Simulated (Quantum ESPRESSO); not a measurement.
# In (P6_3/mmc) in Quantum ESPRESSO: further runs

The runs below take In through band structure, single point, equation of state, with PBEsol, LDA.

All numbers are computed with Quantum ESPRESSO 7.5; they aren't measurements. Logs are shortened: lines on timing, memory, paths and dates and some standing lists are left out, and cuts for length are marked.

## 1. The crystal as given

Symmetry: P6_3/mmc, No. 194, hexagonal system. Conventional cell: a = 3.335 Å, b = 3.335 Å, c = 5.509 Å, α = 90.00°, β = 90.00°, γ = 120.00°. In (site symmetry -6m2) is surrounded by 12 In at 3.34 to 3.36 Å.

This isn't the form of In at room conditions, which is tetragonal.

## 2. Band structure, PBEsol

Contents of pw.in:

```
&CONTROL
  calculation = 'scf'
  prefix = 'pwscf'
  outdir = './tmp'
  pseudo_dir = './pseudo'
  tprnfor = .true.
  tstress = .true.
  disk_io = 'low'
/
&SYSTEM
  ibrav = 0
  celldm(1) = 8
  nat = 2
  ntyp = 1
  ecutwfc = 56
  ecutrho = 448
  nbnd = 20
  occupations = 'smearing'
  smearing = 'fd'
  degauss = 0.00367493
/
&ELECTRONS
  conv_thr = 4d-10
  electron_maxstep = 120
  mixing_beta = 0.5
/
ATOMIC_SPECIES
In   114.8180 in_pbesol_v1.4.uspp.F.UPF
CELL_PARAMETERS alat
  0.7878940913546   0.0000000000000   0.0000000000000
 -0.3939470456773   0.6823362986170   0.0000000000000
  0.0000000000000   0.0000000000000   1.3013464125276
ATOMIC_POSITIONS crystal
In     0.6666666667    0.3333333333    0.7500000000
In     0.3333333333    0.6666666667    0.2500000000
K_POINTS automatic
9 9 5 0 0 0
```

Contents of bands.in:

```
&CONTROL
  calculation = 'bands'
  prefix = 'pwscf'
  outdir = './tmp'
  pseudo_dir = './pseudo'
  disk_io = 'low'
  verbosity = 'high'
/
&SYSTEM
  ibrav = 0
  celldm(1) = 8
  nat = 2
  ntyp = 1
  ecutwfc = 56
  ecutrho = 448
  nbnd = 20
  occupations = 'smearing'
  smearing = 'fd'
  degauss = 0.00367493
/
&ELECTRONS
  conv_thr = 1d-08
  electron_maxstep = 120
  mixing_beta = 0.5
  diago_full_acc = .true.
  startingwfc = 'random'
/
ATOMIC_SPECIES
In   114.8180 in_pbesol_v1.4.uspp.F.UPF
CELL_PARAMETERS alat
  0.7878940913546   0.0000000000000   0.0000000000000
 -0.3939470456773   0.6823362986170   0.0000000000000
  0.0000000000000   0.0000000000000   1.3013464125276
ATOMIC_POSITIONS crystal
In     0.6666666667    0.3333333333    0.7500000000
In     0.3333333333    0.6666666667    0.2500000000
K_POINTS crystal
60
 0.0000000000  0.0000000000  0.0000000000 1
 0.0625000000  0.0000000000  0.0000000000 1
 0.1250000000  0.0000000000  0.0000000000 1
 0.1875000000  0.0000000000  0.0000000000 1
 0.2500000000  0.0000000000  0.0000000000 1
 0.3125000000  0.0000000000  0.0000000000 1
 0.3750000000  0.0000000000  0.0000000000 1
 0.4375000000  0.0000000000  0.0000000000 1
 0.5000000000  0.0000000000  0.0000000000 1
 0.4583333333  0.0833333333  0.0000000000 1
 0.4166666667  0.1666666667  0.0000000000 1
 0.3750000000  0.2500000000  0.0000000000 1
 0.3333333333  0.3333333333  0.0000000000 1
 0.2962962963  0.2962962963  0.0000000000 1
 0.2592592593  0.2592592593  0.0000000000 1
 0.2222222222  0.2222222222  0.0000000000 1
 0.1851851852  0.1851851852  0.0000000000 1
 0.1481481481  0.1481481481  0.0000000000 1
 0.1111111111  0.1111111111  0.0000000000 1
 0.0740740741  0.0740740741  0.0000000000 1
 0.0370370370  0.0370370370  0.0000000000 1
 0.0000000000  0.0000000000  0.0000000000 1
 0.0000000000  0.0000000000  0.1250000000 1
 0.0000000000  0.0000000000  0.2500000000 1
 0.0000000000  0.0000000000  0.3750000000 1
 0.0000000000  0.0000000000  0.5000000000 1
 0.0625000000  0.0000000000  0.5000000000 1
 0.1250000000  0.0000000000  0.5000000000 1
 0.1875000000  0.0000000000  0.5000000000 1
 0.2500000000  0.0000000000  0.5000000000 1
 0.3125000000  0.0000000000  0.5000000000 1
 0.3750000000  0.0000000000  0.5000000000 1
 0.4375000000  0.0000000000  0.5000000000 1
 0.5000000000  0.0000000000  0.5000000000 1
 0.4666666667  0.0666666667  0.5000000000 1
 0.4333333333  0.1333333333  0.5000000000 1
 0.4000000000  0.2000000000  0.5000000000 1
 0.3666666667  0.2666666667  0.5000000000 1
 0.3333333333  0.3333333333  0.5000000000 1
 0.3030303030  0.3030303030  0.5000000000 1
 0.2727272727  0.2727272727  0.5000000000 1
 0.2424242424  0.2424242424  0.5000000000 1
 0.2121212121  0.2121212121  0.5000000000 1
 0.1818181818  0.1818181818  0.5000000000 1
 0.1515151515  0.1515151515  0.5000000000 1
 0.1212121212  0.1212121212  0.5000000000 1
 0.0909090909  0.0909090909  0.5000000000 1
 0.0606060606  0.0606060606  0.5000000000 1
 0.0303030303  0.0303030303  0.5000000000 1
 0.0000000000  0.0000000000  0.5000000000 1
 0.5000000000  0.0000000000  0.5000000000 1
 0.5000000000  0.0000000000  0.3750000000 1
 0.5000000000  0.0000000000  0.2500000000 1
 0.5000000000  0.0000000000  0.1250000000 1
 0.5000000000  0.0000000000  0.0000000000 1
 0.3333333333  0.3333333333  0.0000000000 1
 0.3333333333  0.3333333333  0.1250000000 1
 0.3333333333  0.3333333333  0.2500000000 1
 0.3333333333  0.3333333333  0.3750000000 1
 0.3333333333  0.3333333333  0.5000000000 1
```

Potentials or basis: GBRV 1.5 PBEsol.

Launch:

```console
OMP_NUM_THREADS=1 mpirun -n 2 pw.x -nk 2 -in pw.in > pw.out
OMP_NUM_THREADS=1 mpirun -n 2 pw.x -nk 2 -in bands.in > bands.out
```

pw.out:

```text
This program is part of the open-source Quantum ESPRESSO suite
     for quantum simulation of materials; please cite
         "P. Giannozzi et al., J. Phys.:Condens. Matter 21 395502 (2009);
         "P. Giannozzi et al., J. Phys.:Condens. Matter 29 465901 (2017);
         "P. Giannozzi et al., J. Chem. Phys. 152 154105 (2020);
     in publications or presentations arising from this work. More details at

     Message from routine setup:
     using ibrav=0 with symmetry is DISCOURAGED, use correct ibrav instead

     K-points division:     npool     =       2
     Subspace diagonalization in iterative solution of the eigenvalue problem:
     a serial algorithm will be used

     G-vector sticks info
     --------------------
     sticks:   dense  smooth     PW     G-vecs:    dense   smooth      PW
     Sum        1237     613    187                57215    20113    3369

     Using Slab Decomposition

     bravais-lattice index     =            0
     lattice parameter (alat)  =       8.0000  a.u.
     unit-cell volume          =     358.2030 (a.u.)^3
     number of atoms/cell      =            2
     number of atomic types    =            1
     number of electrons       =        26.00
     number of Kohn-Sham states=           20
     kinetic-energy cutoff     =      56.0000  Ry
     charge density cutoff     =     448.0000  Ry
     scf convergence threshold =      4.0E-10
     mixing beta               =       0.5000
     number of iterations used =            8  plain     mixing
     Exchange-correlation= SLA  PW   PSX  PSC
                           (   1   4  10   8   0   0   0)

     celldm(1)=   8.000000  celldm(2)=   0.000000  celldm(3)=   0.000000
     celldm(4)=   0.000000  celldm(5)=   0.000000  celldm(6)=   0.000000

     crystal axes: (cart. coord. in units of alat)
               a(1) = (   0.787894   0.000000   0.000000 )
               a(2) = (  -0.393947   0.682336   0.000000 )
               a(3) = (   0.000000   0.000000   1.301346 )

     reciprocal axes: (cart. coord. in units 2 pi/alat)
               b(1) = (  1.269206  0.732776 -0.000000 )
               b(2) = (  0.000000  1.465553  0.000000 )
               b(3) = (  0.000000 -0.000000  0.768435 )

     PseudoPot. # 1 for In read from file:
     in_pbesol_v1.4.uspp.F.UPF
     Pseudo is Ultrasoft + core correction, Zval = 13.0
     Generated by new atomic code, or converted to UPF format
     Using radial grid of  889 points,  6 beta functions with:
                l(1) =   0
                l(2) =   0
                l(3) =   1
                l(4) =   1
                l(5) =   2
                l(6) =   2
     Q(r) pseudized with  6 coefficients,  rinner =    1.400   1.400   1.400
                                                       1.400   1.400

     atomic species   valence    mass     pseudopotential
     In               13.00   114.81800     In( 1.00)

     24 Sym. Ops., with inversion, found (12 have fractional translation)

   Cartesian axes

     site n.     atom                  positions (alat units)
         1        In     tau(   1) = (   0.3939470   0.2274454   0.9760098  )
         2        In     tau(   2) = (  -0.0000000   0.4548909   0.3253366  )

     number of k points=    36  Fermi-Dirac smearing, width (Ry)=  0.0037
                       cart. coord. in units 2pi/alat
        k(    1) = (   0.0000000   0.0000000   0.0000000), wk =   0.0049383
        k(    2) = (   0.0000000   0.0000000   0.1536870), wk =   0.0098765
        k(    3) = (   0.0000000   0.0000000   0.3073740), wk =   0.0098765
        k(    4) = (   0.0000000   0.1628392   0.0000000), wk =   0.0296296
        k(    5) = (   0.0000000   0.1628392   0.1536870), wk =   0.0592593
        k(    6) = (   0.0000000   0.1628392   0.3073740), wk =   0.0592593
[... 28 lines left out ...]
        k(   35) = (   0.4230687   0.7327765   0.1536870), wk =   0.0197531
        k(   36) = (   0.4230687   0.7327765   0.3073740), wk =   0.0197531

     Dense  grid:    57215 G-vectors     FFT dimensions: (  45,  45,  72)

[... 54 lines left out ...]

     iteration #  9     ecut=    56.00 Ry     beta= 0.50
     Davidson diagonalization with overlap
     ethr =  1.14E-11,  avg # of iterations =  2.3

     End of self-consistent calculation

          k = 0.0000 0.0000 0.0000 (  2551 PWs)   bands (ev):

    -4.7147  -4.6578  -4.6312  -4.6312  -4.6043  -4.6043  -4.5307  -4.5307
    -4.3513  -4.3513   0.4123   5.4329   6.5173  18.2205  18.2205  20.0440
    20.0440  20.1141  20.7110  21.2148

          k = 0.0000 0.0000 0.1537 (  2545 PWs)   bands (ev):

    -4.7064  -4.6598  -4.6420  -4.6420  -4.6140  -4.6140  -4.5002  -4.5002
    -4.3613  -4.3613   0.6262   3.9029   8.4685  17.7331  18.4013  18.4013
    19.9354  19.9354  20.7839  21.1714

          k = 0.0000 0.0000 0.3074 (  2520 PWs)   bands (ev):

    -4.6871  -4.6689  -4.6472  -4.6472  -4.6341  -4.6341  -4.4433  -4.4433
    -4.3926  -4.3926   1.2758   2.3722  11.2522  14.3917  18.8962  18.8962
    19.5189  19.5189  20.8980  21.0502

          k = 0.0000 0.1628 0.0000 (  2545 PWs)   bands (ev):

    -4.7063  -4.6623  -4.6147  -4.5969  -4.5952  -4.5717  -4.5498  -4.5440
    -4.3782  -4.3470   0.6522   5.6351   6.7969  15.8126  17.1214  18.8114
    20.0351  20.5522  20.6038  21.9218

          k = 0.0000 0.1628 0.1537 (  2558 PWs)   bands (ev):

    -4.7010  -4.6573  -4.6373  -4.6125  -4.6100  -4.5817  -4.5095  -4.5073
    -4.3859  -4.3585   0.8672   4.1399   8.7080  16.0153  17.3357  17.8550
    18.5604  19.7948  20.0153  21.3691

          k = 0.0000 0.1628 0.3074 (  2542 PWs)   bands (ev):

    -4.6874  -4.6673  -4.6440  -4.6284  -4.6174  -4.6028  -4.4541  -4.4470
    -4.4109  -4.3931   1.5189   2.6154  11.4690  14.5765  16.6213  17.5630
    17.9591  18.9207  19.8444  20.4666

          k = 0.0000 0.3257 0.0000 (  2563 PWs)   bands (ev):

    -4.7481  -4.6411  -4.6045  -4.6012  -4.5749  -4.5183  -4.5094  -4.4877
    -4.4369  -4.3391   1.3812   6.2558   7.6081  12.4827  15.6772  16.6664
    18.1182  18.6109  19.8601  21.2617

          k = 0.0000 0.3257 0.1537 (  2554 PWs)   bands (ev):

    -4.7405  -4.6511  -4.6462  -4.5792  -4.5710  -4.5024  -4.4986  -4.4891
    -4.4264  -4.3533   1.5980   4.8500   9.4037  12.7099  15.6129  15.9150
    17.9175  18.7566  19.0222  20.6903
[... 139 lines left out ...]
          k = 0.2820 0.6514 0.1537 (  2522 PWs)   bands (ev):

    -4.7277  -4.6941  -4.6420  -4.6009  -4.5680  -4.4757  -4.4281  -4.3940
    -4.3880  -4.3227   5.2275   7.3393   8.5622   9.9076  10.8395  12.7278
    13.3754  15.2442  17.7129  22.6512

          k = 0.2820 0.6514 0.3074 (  2528 PWs)   bands (ev):

    -4.7127  -4.6986  -4.6271  -4.6109  -4.5746  -4.4821  -4.4441  -4.4254
    -4.3479  -4.3194   5.8630   6.8623   8.2759   9.2496  10.7062  11.7008
    15.5188  16.9477  19.5634  20.6372

          k = 0.4231 0.7328 0.0000 (  2514 PWs)   bands (ev):

    -4.7591  -4.5987  -4.5987  -4.5729  -4.5729  -4.5371  -4.4652  -4.3790
    -4.3790  -4.3631   6.5541   6.5541   8.1085  11.7418  11.7418  12.1288
    12.5431  12.5431  15.4724  24.7415

          k = 0.4231 0.7328 0.1537 (  2511 PWs)   bands (ev):

    -4.7243  -4.6494  -4.6494  -4.5330  -4.5330  -4.5318  -4.4714  -4.4019
    -4.3665  -4.3665   6.7534   6.7534   8.3415  10.2116  10.2116  11.3282
    14.4229  14.4229  16.5949  24.1900

          k = 0.4231 0.7328 0.3074 (  2535 PWs)   bands (ev):

    -4.6899  -4.6899  -4.6320  -4.5322  -4.5107  -4.5107  -4.4866  -4.4864
    -4.3459  -4.3459   7.2784   7.2784   8.8424   8.8424   9.0169  10.0652
    16.6611  16.6611  18.8333  21.4062

     the Fermi energy is     9.9290 ev

!    total energy              =    -266.37270382 Ry
     estimated scf accuracy    <          2.9E-10 Ry
     smearing contrib. (-TS)   =      -0.00102331 Ry
     internal energy E=F+TS    =    -266.37168051 Ry

     The total energy is F=E-TS. E is the sum of the following terms:
     one-electron contribution =     -80.13641649 Ry
     hartree contribution      =      61.67725744 Ry
     xc contribution           =     -74.73150045 Ry
     ewald contribution        =    -173.18102101 Ry

     convergence has been achieved in   9 iterations

     Forces acting on atoms (cartesian axes, Ry/au):

     atom    1 type  1   force =     0.00000000   -0.00000000    0.00000000
     atom    2 type  1   force =     0.00000000    0.00000000    0.00000000

     Total force =     0.000000     Total SCF correction =     0.000000

     Computing stress (Cartesian axis) and pressure

          total   stress  (Ry/bohr**3)                   (kbar)     P=      -15.78
  -0.00010218   0.00000000  -0.00000000          -15.03        0.00       -0.00
  -0.00000000  -0.00010218  -0.00000000           -0.00      -15.03       -0.00
   0.00000000   0.00000000  -0.00011755            0.00        0.00      -17.29

=------------------------------------------------------------------------------=
   JOB DONE.
=------------------------------------------------------------------------------=
```

Run time: 29 s. Hardware: 2 MPI ranks of Arm Neoverse V2, shared host; peak memory 0.32 GiB.

Results:

```
Free energy            : -3624.1853 eV
Pressure               : -1.6 GPa
Band gap on the k mesh : none (metal or under the smearing width)
```

Levels at the corners of the path, in eV from the Fermi level:
| point | band 11 | band 12 | band 13 | band 14 | band 15 | band 16 |
| --- | --- | --- | --- | --- | --- | --- |
| Γ | -9.52 | -4.50 | -3.41 | 8.29 | 8.29 | 10.12 |
| M | -4.87 | -4.16 | 0.03 | 0.26 | 0.86 | 2.88 |
| K | -3.37 | -3.37 | -1.82 | 1.81 | 1.81 | 2.20 |
| Γ | -9.52 | -4.50 | -3.41 | 8.29 | 8.29 | 10.12 |
| A | -8.16 | -8.16 | 2.85 | 2.85 | 9.28 | 9.28 |
| L | -3.61 | -3.61 | -2.68 | -2.68 | 5.53 | 5.53 |
| H | -2.48 | -2.48 | -1.36 | -1.36 | -0.43 | -0.43 |
| A | -8.16 | -8.16 | 2.85 | 2.85 | 9.28 | 9.28 |
| L | -3.61 | -3.61 | -2.68 | -2.68 | 5.53 | 5.53 |
| M | -4.87 | -4.16 | 0.03 | 0.26 | 0.86 | 2.88 |
| K | -3.37 | -3.37 | -1.82 | 1.81 | 1.81 | 2.20 |
| H | -2.48 | -2.48 | -1.36 | -1.36 | -0.43 | -0.43 |

Caveat: some levels on the path didn't converge; spin-orbit coupling is left out, which moves the levels of the heavy elements.

## 3. Single point, LDA, 24.95 Å³/atom

Contents of pw.in:

```
&CONTROL
  calculation = 'scf'
  prefix = 'pwscf'
  outdir = './tmp'
  pseudo_dir = './pseudo'
  tprnfor = .true.
  tstress = .true.
  disk_io = 'nowf'
/
&SYSTEM
  ibrav = 0
  nat = 2
  ntyp = 1
  ecutwfc = 56
  ecutrho = 448
  nbnd = 20
  occupations = 'smearing'
  smearing = 'fd'
  degauss = 0.00367493
/
&ELECTRONS
  conv_thr = 4d-10
  electron_maxstep = 120
  mixing_beta = 0.5
/
ATOMIC_SPECIES
In   114.8180 in_lda_v1.4.uspp.F.UPF
CELL_PARAMETERS angstrom
   3.2673945583    0.0000000000    0.0000000000
  -1.6336972791    2.8296466917    0.0000000000
   0.0000000000    0.0000000000    5.3966798754
ATOMIC_POSITIONS crystal
In     0.6666666667    0.3333333333    0.7500000000
In     0.3333333333    0.6666666667    0.2500000000
K_POINTS automatic
9 9 5 0 0 0
```

Potentials or basis: GBRV 1.5 LDA.

Launch:

```console
OMP_NUM_THREADS=1 mpirun -n 2 pw.x -nk 2 -in pw.in > pw.out
```

Run time: 13 s. Hardware: 2 MPI ranks of Arm Neoverse V2, shared host; peak memory 0.32 GiB.

Results (log left out):

```yaml
Free_energy: -3622.2062 eV
Pressure: -0.7 GPa
Band_gap_on_the_k_mesh: none (metal or under the smearing width)
```

## 4. Single point, LDA, 25.48 Å³/atom

Changes to pw.in since step 3:

```diff
@@ -28,5 +28,5 @@
 CELL_PARAMETERS angstrom
-   3.2673945583    0.0000000000    0.0000000000
-  -1.6336972791    2.8296466917    0.0000000000
-   0.0000000000    0.0000000000    5.3966798754
+   3.2904051372    0.0000000000    0.0000000000
+  -1.6452025686    2.8495744376    0.0000000000
+   0.0000000000    0.0000000000    5.4346859154
 ATOMIC_POSITIONS crystal
```

Launch:

```console
OMP_NUM_THREADS=1 mpirun -n 2 pw.x -nk 2 -in pw.in > pw.out
```

It took 13 s on 2 MPI ranks of Arm Neoverse V2, shared host; peak memory 0.32 GiB.

It converged, with:

| Property | Result |
| --- | --- |
| Free energy | -3622.1998 eV |
| Pressure | -1.7 GPa |
| Band gap on the k mesh | none (metal or under the smearing width) |

## 5. Single point, LDA, 26.01 Å³/atom

Changes to pw.in since step 4:

```diff
@@ -28,5 +28,5 @@
 CELL_PARAMETERS angstrom
-   3.2904051372    0.0000000000    0.0000000000
-  -1.6452025686    2.8495744376    0.0000000000
-   0.0000000000    0.0000000000    5.4346859154
+   3.3130983036    0.0000000000    0.0000000000
+  -1.6565491518    2.8692272962    0.0000000000
+   0.0000000000    0.0000000000    5.4721676924
 ATOMIC_POSITIONS crystal
```

Launch:

```console
OMP_NUM_THREADS=1 mpirun -n 2 pw.x -nk 2 -in pw.in > pw.out
```

Run time: 13 s. Hardware: 2 MPI ranks of Arm Neoverse V2, shared host; peak memory 0.32 GiB.

The run converged. Its results:

| Item | Value |
| --- | --- |
| Free energy | -3622.1877 eV |
| Pressure | -2.4 GPa |
| Band gap on the k mesh | none (metal or under the smearing width) |

## 6. Single point, LDA, 26.54 Å³/atom

Changes to pw.in since step 5:

```diff
@@ -28,5 +28,5 @@
 CELL_PARAMETERS angstrom
-   3.3130983036    0.0000000000    0.0000000000
-  -1.6565491518    2.8692272962    0.0000000000
-   0.0000000000    0.0000000000    5.4721676924
+   3.3354847820    0.0000000000    0.0000000000
+  -1.6677423910    2.8886145552    0.0000000000
+   0.0000000000    0.0000000000    5.5091429200
 ATOMIC_POSITIONS crystal
```

Potentials or basis: GBRV 1.5 LDA.

Launch:

```console
OMP_NUM_THREADS=1 mpirun -n 2 pw.x -nk 2 -in pw.in > pw.out
```

Wall time 14 s (2 MPI ranks of Arm Neoverse V2, shared host); peak memory 0.32 GiB.

It converged, with:

* Free energy: -3622.1710 eV
* Pressure: -3.1 GPa
* Band gap on the k mesh: none (metal or under the smearing width)

## 7. Single point, LDA, 27.07 Å³/atom

Changes to pw.in since step 6:

```diff
@@ -28,5 +28,5 @@
 CELL_PARAMETERS angstrom
-   3.3354847820    0.0000000000    0.0000000000
-  -1.6677423910    2.8886145552    0.0000000000
-   0.0000000000    0.0000000000    5.5091429200
+   3.3575747290    0.0000000000    0.0000000000
+  -1.6787873645    2.9077450104    0.0000000000
+   0.0000000000    0.0000000000    5.5456283735
 ATOMIC_POSITIONS crystal
```

Launch:

```console
OMP_NUM_THREADS=1 mpirun -n 2 pw.x -nk 2 -in pw.in > pw.out
```

It took 15 s on 2 MPI ranks of Arm Neoverse V2, shared host; peak memory 0.34 GiB.

It converged, with:

```
Free energy            : -3622.1503 eV
Pressure               : -3.6 GPa
Band gap on the k mesh : none (metal or under the smearing width)
```

## 8. Single point, LDA, 27.60 Å³/atom

Changes to pw.in since step 7:

```diff
@@ -28,5 +28,5 @@
 CELL_PARAMETERS angstrom
-   3.3575747290    0.0000000000    0.0000000000
-  -1.6787873645    2.9077450104    0.0000000000
-   0.0000000000    0.0000000000    5.5456283735
+   3.3793777732    0.0000000000    0.0000000000
+  -1.6896888866    2.9266270006    0.0000000000
+   0.0000000000    0.0000000000    5.5816399564
 ATOMIC_POSITIONS crystal
```

Launch:

```console
OMP_NUM_THREADS=1 mpirun -n 2 pw.x -nk 2 -in pw.in > pw.out
```

Wall time 14 s (2 MPI ranks of Arm Neoverse V2, shared host); peak memory 0.34 GiB.

Results (log left out):

```
Free energy            : -3622.1262 eV
Pressure               : -4.1 GPa
Band gap on the k mesh : none (metal or under the smearing width)
```

## 9. Single point, LDA, 28.13 Å³/atom

Changes to pw.in since step 8:

```diff
@@ -28,5 +28,5 @@
 CELL_PARAMETERS angstrom
-   3.3793777732    0.0000000000    0.0000000000
-  -1.6896888866    2.9266270006    0.0000000000
-   0.0000000000    0.0000000000    5.5816399564
+   3.4009030527    0.0000000000    0.0000000000
+  -1.7004515264    2.9452684395    0.0000000000
+   0.0000000000    0.0000000000    5.6171927618
 ATOMIC_POSITIONS crystal
```

Potentials or basis: GBRV 1.5 LDA.

Launch:

```console
OMP_NUM_THREADS=1 mpirun -n 2 pw.x -nk 2 -in pw.in > pw.out
```

Wall time 13 s (2 MPI ranks of Arm Neoverse V2, shared host); peak memory 0.34 GiB.

It converged, with:

* Free energy: -3622.0990 eV
* Pressure: -4.6 GPa
* Band gap on the k mesh: none (metal or under the smearing width)

## 10. Equation of state, LDA

Potentials or basis: GBRV 1.5 LDA.

This step only gathers the single runs of the series.

What came out:

* Equilibrium volume: 24.66 Å³/atom (rough: see the caveat)
* Bulk modulus at fixed shape and positions: 48 GPa (rough)

Energy against volume, from the lowest point:
```tsv
volume (Å³/atom)	energy (meV/atom)
24.948	0.00
25.478	3.23
26.009	9.26
26.540	17.61
27.071	27.95
27.602	40.02
28.133	53.62
```

Caveat: the minimum lies outside the volumes run; the cell was scaled at fixed shape and fractional positions, which overstates the stiffness of a crystal with free parameters, most of all of layers and chains.
